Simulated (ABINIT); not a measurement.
# Quasiparticle gap of F (C2/m) in ABINIT, part 2 of 3

Wanted: ground state, empty states, screening and self-energy for F (C2/m).

ABINIT 10.8.3; LDA and many-body steps on it, plane waves. Known limits of the many-body steps: not at the basis limit; coarse k mesh.

So far. Step 2 (Ground state): The gap is indirect, with the least direct gap 0.08 eV higher.

### 3. Bands along the symmetry lines

Level of this step: DFT, LDA, plane waves, norm-conserving pseudopotentials (ABINIT).

The cheap functional maps the bands first; the places of the edges decide which points the dearer methods must see.

Contents of run.abi:

```
acell 3*1.0 Angstrom
rprim 
  2.650494272500 -1.517320773400 0.000000000000
  2.650494272500 1.517320773400 -0.000000000000
  -2.103423892600 -0.000000000000 6.726107507300
ntypat 1
znucl 9
natom 4
typat 1 1 1 1
xred 
  0.504495130000 0.504495130000 0.400850110000
  0.085358160000 0.085358160000 0.098603260000
  0.495504870000 0.495504870000 0.599149890000
  0.914641840000 0.914641840000 0.901396740000
pp_dirpath "pseudos"
pseudos "F.upf"
ecut 36
iscf -2
irdden 1
kptopt 0
nkpt 76
kpt 
  0.00000000 0.00000000 0.00000000
  -0.04249277 0.04249277 0.00000000
  -0.08498553 0.08498553 0.00000000
  -0.12747830 0.12747830 0.00000000
  -0.16997107 0.16997107 0.00000000
  -0.21246383 0.21246383 0.00000000
  -0.25495660 0.25495660 0.00000000
  -0.29744936 0.29744936 0.00000000
  -0.33994213 0.33994213 -0.00000000
  -0.66005787 -0.33994213 0.00000000
  -0.64005064 -0.35994936 0.00000000
  -0.62004340 -0.37995660 0.00000000
  -0.60003617 -0.39996383 0.00000000
  -0.58002894 -0.41997107 0.00000000
  -0.56002170 -0.43997830 0.00000000
  -0.54001447 -0.45998553 0.00000000
  -0.52000723 -0.47999277 0.00000000
  -0.50000000 -0.50000000 0.00000000
  -0.43750000 -0.43750000 0.00000000
  -0.37500000 -0.37500000 0.00000000
  -0.31250000 -0.31250000 0.00000000
  -0.25000000 -0.25000000 0.00000000
  -0.18750000 -0.18750000 0.00000000
  -0.12500000 -0.12500000 0.00000000
  -0.06250000 -0.06250000 0.00000000
  0.00000000 0.00000000 0.00000000
  -0.06250000 -0.06250000 0.06250000
  -0.12500000 -0.12500000 0.12500000
  -0.18750000 -0.18750000 0.18750000
  -0.25000000 -0.25000000 0.25000000
  -0.31250000 -0.31250000 0.31250000
  -0.37500000 -0.37500000 0.37500000
  -0.43750000 -0.43750000 0.43750000
  -0.50000000 -0.50000000 0.50000000
  -0.52253134 -0.47746866 0.50000000
  -0.54506268 -0.45493733 0.50000000
  -0.56759401 -0.43240599 0.50000000
  -0.59012535 -0.40987465 0.50000000
  -0.61265669 -0.38734331 0.50000000
  -0.63518802 -0.36481198 0.50000000
  -0.65771936 -0.34228064 0.50000000
  -0.68025070 -0.31974930 0.50000000
  -0.31974930 0.31974930 0.50000000
  -0.27978064 0.27978064 0.50000000
  -0.23981198 0.23981198 0.50000000
  -0.19984331 0.19984331 0.50000000
  -0.15987465 0.15987465 0.50000000
  -0.11990599 0.11990599 0.50000000
  -0.07993733 0.07993733 0.50000000
  -0.03996866 0.03996866 0.50000000
  0.00000000 0.00000000 0.50000000
  0.00000000 0.00000000 0.43750000
  0.00000000 0.00000000 0.37500000
  0.00000000 0.00000000 0.31250000
  0.00000000 0.00000000 0.25000000
  0.00000000 0.00000000 0.18750000
  0.00000000 0.00000000 0.12500000
  0.00000000 0.00000000 0.06250000
  0.00000000 0.00000000 0.00000000
  -0.50000000 0.00000000 0.50000000
  -0.43750000 0.00000000 0.43750000
  -0.37500000 0.00000000 0.37500000
  -0.31250000 0.00000000 0.31250000
  -0.25000000 0.00000000 0.25000000
  -0.18750000 0.00000000 0.18750000
  -0.12500000 0.00000000 0.12500000
  -0.06250000 0.00000000 0.06250000
  0.00000000 0.00000000 0.00000000
  -0.06250000 0.00000000 0.00000000
  -0.12500000 0.00000000 0.00000000
  -0.18750000 0.00000000 0.00000000
  -0.25000000 0.00000000 0.00000000
  -0.31250000 0.00000000 0.00000000
  -0.37500000 0.00000000 0.00000000
  -0.43750000 0.00000000 0.00000000
  -0.50000000 0.00000000 -0.00000000
istwfk *1
nband 21
nbdbuf 2
tolwfr 1e-08
nstep 40
prtwf 0
prtvol 0
indata_prefix "in"
outdata_prefix "out"
tmpdata_prefix "tmp"
```

Started as:

```console
$ OMP_NUM_THREADS=1 mpirun -n 8 abinit run.abi > log
```

Numbers of over 12 decimals in the logs are rounded to 6 here.

What it wrote:

```text
.Version 10.8.3 of ABINIT. v10.8.2 released Aug 2026.

 Symmetries : space group C2/m (# 12); Bravais mC (1-face-center monocl.)
[... echo of the input left out ...]
== DATASET  1 ==================================================================
-   mpi_nproc: 8, omp_nthreads: 1 (-1 if OMP is not activated)

--- !DatasetInfo
iteration_state: {dtset: 1, }
dimensions: {natom: 4, nkpt: 76, mband: 21, nsppol: 1, nspinor: 1, nspden: 1, mpw: 3789, }
cutoff_energies: {ecut:  36.0, pawecutdg:  -1.0, }
electrons: {nelect:   2.80000000E+01, charge:   0.00000000E+00, occopt:   1.00000000E+00, tsmear:   1.00000000E-02, }

 Real(R)+Recip(G) space primitive vectors, cartesian coordinates (Bohr,Bohr^-1):
 R(1)=  5.0087083 -2.8673207  0.0000000  G(1)=  0.0998261 -0.1743788  0.0312182
 R(2)=  5.0087083  2.8673207  0.0000000  G(2)=  0.0998261  0.1743788  0.0312182
 R(3)= -3.9748951  0.0000000 12.7105011  G(3)=  0.0000000  0.0000000  0.0786751
 Unit cell volume ucvol=  3.6508558E+02 bohr^3
 Angles (23,13,12)=  1.05012474E+02  1.05012474E+02  5.95794353E+01 degrees

 getcut: wavevector=  0.0000  0.0000  0.0000  ngfft=  32  32  72
         ecut(hartree)=     36.000   => boxcut(ratio)=   2.00168

--- Pseudopotential description ------------------------------------------------
- F Generated using ONCVPSP code by D. R. Hamann
-  9.00000   7.00000  201202                  znucl, zion, pspdat
12 -1012 2 -1 824                             pspcod,pspxc,lmax,lloc,mmax
     nproj     2     2     1
  pspatm : epsatm=    4.94580260
         --- l  ekb(1:nproj) -->
             0    6.487052    1.061847
             1   -4.029087   -1.312559
             2   -2.364936
 pspatm: atomic psp has been read  and splines computed

--------------------------------------------------------------------------------

================================================================================
 prteigrs : about to open file out_EIG
 Non-SCF case, kpt    1 (  0.00000  0.00000  0.00000), residuals and eigenvalues=
  4.57E-09  4.54E-09  4.28E-09  4.44E-09  2.06E-09  8.96E-09  2.88E-09  1.80E-09
  1.45E-09  6.64E-09  1.65E-09  5.93E-09  5.68E-09  3.03E-09  1.77E-09  7.11E-09
  8.01E-09  6.77E-09  7.60E-09  4.77E-09  6.88E-09
 -1.0687E+00 -1.0611E+00 -8.3641E-01 -8.1537E-01 -4.1736E-01 -3.7352E-01
 -2.7343E-01 -2.7201E-01 -2.6890E-01 -2.6735E-01 -1.6488E-01 -1.5688E-01
 -1.5613E-01 -1.5038E-01 -6.8197E-02 -2.3034E-02  1.8924E-01  2.6957E-01
  3.2200E-01  5.4973E-01  5.7715E-01
 Non-SCF case, kpt    2 ( -0.04249  0.04249  0.00000), residuals and eigenvalues=
  4.91E-09  4.52E-09  4.01E-09  9.94E-10  1.65E-09  5.36E-09  1.61E-09  3.14E-09
[...]
1.18E-09  2.68E-09  9.00E-10  4.84E-09  3.76E-08
[...]
Non-SCF case, kpt    3 ( -0.08499  0.08499  0.00000), residuals and eigenvalues=
[...]
3.48E-09  7.08E-09  9.16E-09  6.02E-07  5.06E-05
[...]
Non-SCF case, kpt   75 ( -0.43750  0.00000  0.00000), residuals and eigenvalues=
[...]
Non-SCF case, kpt   76 ( -0.50000  0.00000 -0.00000), residuals and eigenvalues=
[...]
-3.1647E-01 -3.1452E-01 -2.8058E-01 -2.7746E-01 -1.7896E-01 -1.7723E-01
 -1.6416E-01 -1.6073E-01 -4.1317E-02 -3.8466E-02  3.6942E-01  3.7443E-01
[...]
--- !ResultsGS
iteration_state: {dtset: 1, }
comment   : Summary of ground state results
lattice_vectors:
- [  5.0087083,  -2.8673207,   0.0000000, ]
- [  5.0087083,   2.8673207,  -0.0000000, ]
- [ -3.9748951,  -0.0000000,  12.7105011, ]
lattice_lengths: [   5.77137,    5.77137,   13.31753, ]
lattice_angles: [105.012, 105.012,  59.579, ] # degrees, (23, 13, 12)
lattice_volume:   3.6508558E+02
convergence: {deltae:  0.000E+00, res2:  0.000E+00, residm:  9.990E-09, diffor:  0.000E+00, }
etotal    :  -9.79306965E+01
entropy   :   0.00000000E+00
fermie    :  -1.47597402E-01
cartesian_stress_tensor: null
pressure_GPa: null
xred      :
- [  5.0450E-01,   5.0450E-01,   4.0085E-01,  F]
- [  8.5358E-02,   8.5358E-02,   9.8603E-02,  F]
- [  4.9550E-01,   4.9550E-01,   5.9915E-01,  F]
- [  9.1464E-01,   9.1464E-01,   9.0140E-01,  F]
cartesian_forces: null
force_length_stats: {min: null, max: null, mean: null, }

 Integrated electronic density in atomic spheres:
 ------------------------------------------------
 Atom  Sphere_radius  Integrated_density
[...]
================================================================================

 ----iterations are completed or convergence reached----

 Mean square residual over all n,k,spin=   42.921E-10; max=  99.903E-10
 reduced coordinates (array xred) for    4 atoms
[...]
0.495504870000      0.495504870000      0.599149890000
       0.914641840000      0.914641840000      0.901396740000

 cartesian coordinates (angstrom) at end:
    1      1.831165     0.000000     2.696161
    2      0.245078    -0.000000     0.663216
    3      1.366399    -0.000000     4.029947
    4      2.952486     0.000000     6.062891
 length scales=  1.889726125908  1.889726125908  1.889726125908 bohr
              =  1.000000000000  1.000000000000  1.000000000000 angstroms
 prteigrs : about to open file out_EIG
 Eigenvalues (hartree) for nkpt=  76  k points:
 kpt#   1, nband= 21, wtk=  1.00000, kpt=  0.0000  0.0000  0.0000 (reduced coord)
[...]
kpt#   2, nband= 21, wtk=  1.00000, kpt= -0.0425  0.0425  0.0000 (reduced coord)
[...]
kpt#   3, nband= 21, wtk=  1.00000, kpt= -0.0850  0.0850  0.0000 (reduced coord)
[...]
kpt#  75, nband= 21, wtk=  1.00000, kpt= -0.4375  0.0000  0.0000 (reduced coord)
[...]
0.34285    0.39098    0.41566    0.45955    0.46295
 kpt#  76, nband= 21, wtk=  1.00000, kpt= -0.5000  0.0000  0.0000 (reduced coord)
  -1.06043   -1.05656   -0.82288   -0.82042   -0.39544   -0.39313   -0.31647   -0.31452
  -0.28058   -0.27746   -0.17896   -0.17723   -0.16416   -0.16073   -0.04132   -0.03847
   0.36942    0.37443    0.43303    0.43892    0.47519

== END DATASET(S) ==============================================================
================================================================================

 -outvars: echo values of variables after computation  --------
            nband          21
             nkpt          76
          spgroup          12
 [... the other variables as echoed above ...]

 Calculation completed.
```

It took 9.8 s on 8 MPI ranks of Arm Neoverse V1, shared host; peak memory 0.65 GiB; 78 s of CPU time.

This step gave:

```yaml
gap: 2.161 eV
k_of_the_valence_top: -0.5, -0.5, 0
k_of_the_conduction_bottom: 0, 0, 0
least_direct_gap: 2.236 eV
```

The gap is 2.161 eV, as in the run before at this level.

The electronic bands at the labelled points (eV, zero at the top of the highest filled band):

| point | band 11 | band 12 | band 13 | band 14 | band 15 | band 16 | band 17 | band 18 |
| --- | --- | --- | --- | --- | --- | --- | --- | --- |
| Γ | -0.47 | -0.25 | -0.23 | -0.08 | 2.16 | 3.39 | 9.17 | 11.35 |
| halfway | -0.68 | -0.56 | -0.46 | -0.27 | 2.49 | 3.28 | 11.44 | 13.68 |
| C | -0.81 | -0.64 | -0.43 | -0.40 | 2.82 | 2.98 | 14.58 | 14.98 |
| jump to C2 | -0.81 | -0.64 | -0.43 | -0.40 | 2.82 | 2.98 | 14.58 | 14.98 |
| halfway | -0.75 | -0.57 | -0.48 | -0.14 | 2.83 | 2.90 | 14.28 | 14.69 |
| Y2 | -0.80 | -0.51 | -0.45 | 0.00 | 2.78 | 2.91 | 13.93 | 14.59 |
| halfway | -0.63 | -0.44 | -0.34 | -0.04 | 2.52 | 3.16 | 10.92 | 12.36 |
| Γ | -0.47 | -0.25 | -0.23 | -0.08 | 2.16 | 3.39 | 9.17 | 11.35 |
| halfway | -0.60 | -0.50 | -0.24 | -0.12 | 2.44 | 3.25 | 10.81 | 12.93 |
| M2 | -0.84 | -0.72 | -0.24 | -0.19 | 2.88 | 2.94 | 13.88 | 14.15 |
| halfway | -0.78 | -0.75 | -0.33 | -0.30 | 2.88 | 2.95 | 14.29 | 14.48 |
| D | -0.90 | -0.69 | -0.55 | -0.28 | 2.88 | 2.97 | 14.66 | 14.80 |
| jump to D2 | -0.90 | -0.69 | -0.55 | -0.28 | 2.88 | 2.97 | 14.66 | 14.80 |
| halfway | -0.74 | -0.54 | -0.43 | -0.18 | 2.82 | 2.91 | 11.94 | 11.95 |
| A | -0.42 | -0.34 | -0.18 | -0.13 | 2.74 | 2.81 | 9.99 | 10.03 |
| halfway | -0.46 | -0.29 | -0.21 | -0.10 | 2.34 | 3.21 | 9.40 | 10.80 |
| Γ | -0.47 | -0.25 | -0.23 | -0.08 | 2.16 | 3.39 | 9.17 | 11.35 |
| jump to L2 | -1.04 | -0.63 | -0.51 | -0.16 | 2.64 | 3.13 | 14.23 | 14.43 |
| halfway | -0.62 | -0.48 | -0.41 | -0.20 | 2.44 | 3.26 | 10.95 | 12.67 |
| Γ | -0.47 | -0.25 | -0.23 | -0.08 | 2.16 | 3.39 | 9.17 | 11.35 |
| halfway | -0.56 | -0.49 | -0.41 | -0.29 | 2.47 | 3.26 | 10.89 | 12.90 |
| V2 | -0.85 | -0.81 | -0.45 | -0.36 | 2.89 | 2.97 | 14.07 | 14.21 |

### 4. Empty states on the mesh, 4×4×2 mesh, 53 bands

The sums over transitions need many empty states on a uniform mesh; this step solves for them.

Contents of run.abi:

```
acell 3*1.0 Angstrom
rprim 
  2.650494272500 -1.517320773400 0.000000000000
  2.650494272500 1.517320773400 -0.000000000000
  -2.103423892600 -0.000000000000 6.726107507300
ntypat 1
znucl 9
natom 4
typat 1 1 1 1
xred 
  0.504495130000 0.504495130000 0.400850110000
  0.085358160000 0.085358160000 0.098603260000
  0.495504870000 0.495504870000 0.599149890000
  0.914641840000 0.914641840000 0.901396740000
pp_dirpath "pseudos"
pseudos "F.upf"
ecut 36
ngkpt 4 4 2
nshiftk 1
shiftk 0 0 0
kptopt 1
chksymbreak 0
iscf -2
irdden 1
istwfk *1
nband 53
nbdbuf 4
tolwfr 1e-09
nstep 60
prtvol 0
indata_prefix "in"
outdata_prefix "out"
tmpdata_prefix "tmp"
```

What it wrote:

```text
.Version 10.8.3 of ABINIT. v10.8.2 released Aug 2026.

 Symmetries : space group C2/m (# 12); Bravais mC (1-face-center monocl.)
[... echo of the input left out ...]
== DATASET  1 ==================================================================
-   mpi_nproc: 8, omp_nthreads: 1 (-1 if OMP is not activated)

--- !DatasetInfo
iteration_state: {dtset: 1, }
dimensions: {natom: 4, nkpt: 14, mband: 53, nsppol: 1, nspinor: 1, nspden: 1, mpw: 3789, }
cutoff_energies: {ecut:  36.0, pawecutdg:  -1.0, }
electrons: {nelect:   2.80000000E+01, charge:   0.00000000E+00, occopt:   1.00000000E+00, tsmear:   1.00000000E-02, }

 Real(R)+Recip(G) space primitive vectors, cartesian coordinates (Bohr,Bohr^-1):
 R(1)=  5.0087083 -2.8673207  0.0000000  G(1)=  0.0998261 -0.1743788  0.0312182
 R(2)=  5.0087083  2.8673207  0.0000000  G(2)=  0.0998261  0.1743788  0.0312182
 R(3)= -3.9748951  0.0000000 12.7105011  G(3)=  0.0000000  0.0000000  0.0786751
 Unit cell volume ucvol=  3.6508558E+02 bohr^3
 Angles (23,13,12)=  1.05012474E+02  1.05012474E+02  5.95794353E+01 degrees

 getcut: wavevector=  0.0000  0.0000  0.0000  ngfft=  32  32  72
         ecut(hartree)=     36.000   => boxcut(ratio)=   2.00168

--- Pseudopotential description ------------------------------------------------
- F Generated using ONCVPSP code by D. R. Hamann
-  9.00000   7.00000  201202                  znucl, zion, pspdat
12 -1012 2 -1 824                             pspcod,pspxc,lmax,lloc,mmax
     nproj     2     2     1
  pspatm : epsatm=    4.94580260
         --- l  ekb(1:nproj) -->
             0    6.487052    1.061847
             1   -4.029087   -1.312559
             2   -2.364936
 pspatm: atomic psp has been read  and splines computed

--------------------------------------------------------------------------------

================================================================================
 prteigrs : about to open file out_EIG
 Non-SCF case, kpt    1 (  0.00000  0.00000  0.00000), residuals and eigenvalues=
  7.71E-10  5.82E-10  1.78E-10  3.01E-10  7.90E-11  1.50E-10  8.33E-10  1.14E-10
  8.09E-11  5.79E-10  7.01E-11  8.60E-10  7.99E-11  7.10E-11  8.11E-10  1.00E-10
  2.31E-10  7.94E-11  8.46E-10  6.33E-11  7.74E-10  5.51E-11  1.51E-10  1.97E-10
[...]
7.76E-10  1.31E-06  2.88E-07  3.19E-05  1.15E-03
 -1.0687E+00 -1.0611E+00 -8.3641E-01 -8.1537E-01 -4.1736E-01 -3.7352E-01
 -2.7343E-01 -2.7201E-01 -2.6890E-01 -2.6735E-01 -1.6488E-01 -1.5688E-01
 -1.5613E-01 -1.5038E-01 -6.8197E-02 -2.3034E-02  1.8924E-01  2.6957E-01
[...]
1.1173E+00  1.1228E+00  1.1345E+00  1.1485E+00  1.1496E+00  1.2210E+00
  1.2258E+00  1.3001E+00  1.3098E+00  1.3223E+00  1.3589E+00  1.3866E+00
  1.4330E+00  1.5456E+00  1.5635E+00  1.5725E+00  1.6285E+00
 prteigrs : prtvol=0 or 1, do not print more k-points.

--- !ResultsGS
iteration_state: {dtset: 1, }
comment   : Summary of ground state results
lattice_vectors:
- [  5.0087083,  -2.8673207,   0.0000000, ]
- [  5.0087083,   2.8673207,  -0.0000000, ]
- [ -3.9748951,  -0.0000000,  12.7105011, ]
lattice_lengths: [   5.77137,    5.77137,   13.31753, ]
lattice_angles: [105.012, 105.012,  59.579, ] # degrees, (23, 13, 12)
lattice_volume:   3.6508558E+02
convergence: {deltae:  0.000E+00, res2:  0.000E+00, residm:  9.902E-10, diffor:  0.000E+00, }
etotal    :  -9.79306965E+01
entropy   :   0.00000000E+00
fermie    :  -1.47597402E-01
cartesian_stress_tensor: null
pressure_GPa: null
xred      :
- [  5.0450E-01,   5.0450E-01,   4.0085E-01,  F]
- [  8.5358E-02,   8.5358E-02,   9.8603E-02,  F]
- [  4.9550E-01,   4.9550E-01,   5.9915E-01,  F]
- [  9.1464E-01,   9.1464E-01,   9.0140E-01,  F]
cartesian_forces: null
force_length_stats: {min: null, max: null, mean: null, }

 Integrated electronic density in atomic spheres:
 ------------------------------------------------
 Atom  Sphere_radius  Integrated_density
    1        2.00000          7.04039563
[...]
================================================================================

 ----iterations are completed or convergence reached----

 Mean square residual over all n,k,spin=   39.761E-11; max=  99.018E-11
 reduced coordinates (array xred) for    4 atoms
[...]
0.495504870000      0.495504870000      0.599149890000
       0.914641840000      0.914641840000      0.901396740000

 cartesian coordinates (angstrom) at end:
    1      1.831165     0.000000     2.696161
    2      0.245078    -0.000000     0.663216
    3      1.366399    -0.000000     4.029947
    4      2.952486     0.000000     6.062891
 length scales=  1.889726125908  1.889726125908  1.889726125908 bohr
              =  1.000000000000  1.000000000000  1.000000000000 angstroms
 prteigrs : about to open file out_EIG
 Eigenvalues (hartree) for nkpt=  14  k points:
 kpt#   1, nband= 53, wtk=  0.03125, kpt=  0.0000  0.0000  0.0000 (reduced coord)
[...]
0.96509    0.96740    1.02562    1.05816    1.11732    1.12278    1.13453    1.14850
   1.14956    1.22100    1.22577    1.30008    1.30982    1.32233    1.35892    1.38661
   1.43299    1.54562    1.56353    1.57247    1.62848
 prteigrs : prtvol=0 or 1, do not print more k-points.

== END DATASET(S) ==============================================================
================================================================================

 -outvars: echo values of variables after computation  --------
            nband          53
             nkpt          14
          spgroup          12
 [... the other variables as echoed above ...]

 Calculation completed.
```

Elapsed: 7 s, on 8 MPI ranks; peak memory 0.61 GiB; 55 s of CPU time.

This step gave:

* gap: 2.161 eV
* k of the valence top: 0.5, 0.5, 0
* k of the conduction bottom: 0, 0, 0
* least direct gap: 2.236 eV
* k points computed: 14
* lowest point of the top converged band, above the valence top: 43.01 eV

On this mesh the gap is 2.161 eV.

(Part 2 of 3 ends here.)

[Paths, hosts, dates, memory and timing lines, banners, echoed tables and standing remarks are left out of the program output.]

[Logs are printed without paths, hosts, clocks, repeated set-up lines and the standing remarks that a program may print on its own settings, such as how far it seeks lower states.]

[Runs of the session that timed out or met a known fault of the program may be left out.]

[Hosts, paths, dates, database ids (printed as entryN), source tags and the programs' standing remarks are cut or masked in the printed files.]

[G0W0 gaps are taken among the corrected bands and points alone; a level outside them can change the order at an edge.]

[Where Ansatz stands beside ABINIT at settings called matched, ABINIT's density can come from a denser mesh and the files from another edition; pairs whose starting gaps differed by over 0.03 eV were left out, so agreement reads better than it is.]
